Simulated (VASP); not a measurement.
# Na: molecular dynamics at constant energy

Na, C2/m (no. 12), 18 atoms in the cell. PBE, molecular dynamics; PAW potentials Na (PBE set).

Ensemble: NVE; Starting temperature (K): 1600.

## Input

INCAR:
```
GGA      = PE             # functional
PREC     = Normal         # precision mode
ENCUT    = 200            # plane-wave cutoff, eV
EDIFF    = 1E-6           # SCF threshold, eV
NELMIN   = 4            
NELM     = 60             # most SCF steps
ALGO     = Fast           # electronic algorithm
LREAL    = Auto         
LASPH    = True           # aspherical terms in the spheres
ISMEAR   = -1             # smearing method
SIGMA    = 0.069          # smearing width, eV
ISYM     = 0            
LWAVE    = False          # write WAVECAR
LCHARG   = False          # write CHGCAR
IBRION   = 0              # ionic algorithm
NSW      = 60             # ionic steps
POTIM    = 2.0            # step
TEBEG    = 1600         
ISIF     = 2              # what is computed and relaxed
RANDOM_SEED= 654721 0 0   
MDALGO   = 2            
SMASS    = -3           
KPAR     = 2             
```

KPOINTS:
```
k-points
0
Monkhorst-Pack
  2 2 2
```

POSCAR:
```
Na
1.0
    6.3933040894     -3.7131040588      0.0000000000
    9.5899561341      5.5696560882      0.0000000000
   -2.1744518352      0.0000000000      9.3648511597
Na
18
Direct
    0.3887925000      0.2591950000      0.3333240000
    0.3887925000      0.5925283333      0.3333240000
    0.3887925000      0.9258616667      0.3333240000
    0.8887925000      0.2591950000      0.3333240000
    0.8887925000      0.5925283333      0.3333240000
    0.8887925000      0.9258616667      0.3333240000
    0.1112075000      0.0741383333      0.6666760000
    0.1112075000      0.4074716667      0.6666760000
    0.1112075000      0.7408050000      0.6666760000
    0.6112075000      0.0741383333      0.6666760000
    0.6112075000      0.4074716667      0.6666760000
    0.6112075000      0.7408050000      0.6666760000
    0.0000000000      0.0000000000      0.0000000000
    0.0000000000      0.3333333333      0.0000000000
    0.0000000000      0.6666666667      0.0000000000
    0.5000000000      0.0000000000      0.0000000000
    0.5000000000      0.3333333333      0.0000000000
    0.5000000000      0.6666666667      0.0000000000
```

Commands:
```
cat potpaw_PBE.64/Na/POTCAR > POTCAR
mpirun -np 2 vasp_std > vasp.out
```

## Result

- Rise of the mean potential energy above the start (meV/atom): 83.7
- Mean temperature (K): 915
- Standard error of the mean temperature (K): 162
- Relative fluctuation of the kinetic energy: 0.370
- Canonical value of that fluctuation: 0.198
- Electronic steps per ionic step after the first: 4.1

Course of the run:

| Time (fs) | Temperature (K) | Potential energy less the first (meV/atom) |
|---|---|---|
| 2 | 1600 | 0.0 |
| 12 | 1543 | 7.0 |
| 20 | 1417 | 22.4 |
| 30 | 1176 | 51.8 |
| 38 | 949 | 79.6 |
| 48 | 698 | 110.1 |
| 56 | 579 | 124.8 |
| 66 | 551 | 128.2 |
| 74 | 598 | 122.4 |
| 84 | 685 | 111.8 |
| 92 | 747 | 104.2 |
| 102 | 802 | 97.5 |
| 110 | 828 | 94.3 |
| 120 | 839 | 92.9 |

The mean temperature lies below the starting 1600 K, since the atoms start on their sites and part of their kinetic energy turns into potential energy.

REPORT:
```
MDALGO =   2
               SCALING =       0
                 CNEXP =     9.000   14.000
           RANDOM_SEED =            654721                0                0

   original number of atomic DOF:         51
   number of independent constraints:      0
   number of active DOF:                  51

========================================
         MD step No.       1
========================================

  Atomic velocities initialized by STEP_tb

  >Energies
                    E_tot             E_pot             E_kin               EPS                ES
   e_b>   -0.20332828E+02   -0.23848670E+02    0.35158429E+01    0.00000000E+00    0.00000000E+00

  >Temperature
               T_sim     T_inst
   tmprt>   1600.000   1599.977

  >Thermostat:
           s(n+1) sdot(n+1)      s(n)   sdot(n)        Qs
   s_b>   0.00000   0.00000   0.00000   0.00000  -3.00000

           RANDOM_SEED =            654721              108                0

[... steps left out ...]

========================================
         MD step No.      60
========================================

  >Energies
                    E_tot             E_pot             E_kin               EPS                ES
   e_b>   -0.20331716E+02   -0.22175938E+02    0.18442221E+01    0.00000000E+00    0.00000000E+00

  >Temperature
               T_sim     T_inst
   tmprt>   1600.000    839.262

  >Thermostat:
           s(n+1) sdot(n+1)      s(n)   sdot(n)        Qs
   s_b>   0.00000   0.00000   0.00000   0.00000  -3.00000

           RANDOM_SEED =            654721              108                0
```

OSZICAR:
```
N       E                     dE             d eps       ncg     rms          rms(c)
DAV:   1    -0.114178813638E+02   -0.11418E+02   -0.20889E+03   152   0.257E+02
DAV:   2    -0.232706113901E+02   -0.11853E+02   -0.10974E+02   169   0.394E+01
DAV:   3    -0.238391468686E+02   -0.56854E+00   -0.54911E+00   208   0.835E+00
DAV:   4    -0.238551320896E+02   -0.15985E-01   -0.15932E-01   208   0.151E+00
DAV:   5    -0.238557204481E+02   -0.58836E-03   -0.58832E-03   208   0.269E-01    0.867E-01
RMM:   6    -0.238537246639E+02    0.19958E-02   -0.85377E-04   152   0.157E-01    0.581E-01
RMM:   7    -0.238487506310E+02    0.49740E-02   -0.22193E-03   152   0.278E-01    0.325E-02
RMM:   8    -0.238486728503E+02    0.77781E-04   -0.39100E-05   154   0.332E-02    0.786E-03
RMM:   9    -0.238486698434E+02    0.30069E-05   -0.18245E-05   167   0.190E-02    0.113E-03
RMM:  10    -0.238486704444E+02   -0.60103E-06   -0.13840E-06   110   0.536E-03
      1 T=  1600. E= -.20332828E+02 F= -.23848670E+02 E0= -.23785555E+02  EK= 0.35158E+01 SP= 0.00E+00 SK= 0.00E+00
       N       E                     dE             d eps       ncg     rms          rms(c)
[... left out ...]
     58 T=   838. E= -.20331805E+02 F= -.22172483E+02 E0= -.22107661E+02  EK= 0.18407E+01 SP= 0.00E+00 SK= 0.00E+00
     59 T=   839. E= -.20331718E+02 F= -.22175266E+02 E0= -.22110549E+02  EK= 0.18435E+01 SP= 0.00E+00 SK= 0.00E+00
[... last step whole ...]
       N       E                     dE             d eps       ncg     rms          rms(c)
DAV:   1    -0.221759350863E+02   -0.66948E-03   -0.12291E-03   205   0.123E-01    0.462E-04
RMM:   2    -0.221759374235E+02   -0.23373E-05   -0.23209E-05   152   0.263E-02    0.335E-04
RMM:   3    -0.221759377989E+02   -0.37541E-06   -0.36153E-06   117   0.904E-03    0.235E-04
RMM:   4    -0.221759378964E+02   -0.97486E-07   -0.93881E-07    96   0.382E-03
     60 T=   839. E= -.20331716E+02 F= -.22175938E+02 E0= -.22111325E+02  EK= 0.18442E+01 SP= 0.00E+00 SK= 0.00E+00
```

Limits: 120 fs of 18 atoms are too short for converged averages.

VASP 6.6.1 took 171 s on 2 cores (AMD EPYC 7R13 (Zen 3)), a shared host.
